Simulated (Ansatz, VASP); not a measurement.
## Two plane-wave programs on K

File INCAR:

```
PREC = Accurate
ENCUT = 520
EDIFF = 1E-6
ISMEAR = 0
SIGMA = 0.15
LREAL = F
LASPH = T
NELM = 100
ALGO = Fast
ISIF = 2
LWAVE = F
LCHARG = T
GGA = PS
LELF = T
LVHAR = T
NBANDS = 10
```

KPOINTS

```
regular mesh
0
Gamma
  12 12 12
```

Contents of POSCAR:

```
K
1.0
    3.8793955410      0.0000000000      0.0000000000
    0.0000000000      4.3104394900      0.0000000000
    0.0000000000      0.0000000000      4.3104394900
K
1
Direct
    0.0000000000      0.0000000000      0.0000000000
```

Input for Ansatz:

```yaml
crystal:
  lattice:
    - [3.879395541, 0.0, 0.0]
    - [0.0, 4.31043949, 0.0]
    - [0.0, 0.0, 4.31043949]
  atoms:
    - { symbol: K, position: [0.0, 0.0, 0.0] }
basis:
  ecutwfc: 420
kpoints:
  mp_grid: { grid: [12, 12, 12] }
hamiltonian:
  xc: pbesol
scf:
  occupations: { method: gaussian, width: 0.15 }
output:
  forces: true
  stress: true
  eigenvalues: true
```

Change from the starting cell: strain -0.1000 x Voigt [1, 0, 0, 0, 0, 0], atoms carried along.

Alike in both runs: task single point; functional PBEsol; k mesh 12 × 12 × 12; occupations gaussian, width 0.15 eV; no spin polarisation.

|  | VASP | Ansatz |
| --- | --- | --- |
| version | VASP 6.6.1 | Ansatz 0.2.0 |
| potentials or method | VASP PAW PBE potentials, release 64 (K_sv) | scalar-relativistic, plane waves, PAW |
| plane-wave cutoff (eV) | 520 | 420 |
| valence electrons in the cell | 9 | 9 |

```csv
,VASP,Ansatz,Ansatz less VASP
gap on the k mesh at the Fermi level (eV),none,none,-
pressure (GPa),0.2,0.2,0.00
largest component of the traceless stress (GPa),0.85,0.85,+0.001
```

A gap of «none» marks a metal or a gap that the smearing closes. With one functional, cell and mesh, what is left measures potentials, basis and numerics.

Caveats: the PAW data sets were made with another functional, which shifts forces and pressure a little (VASP).
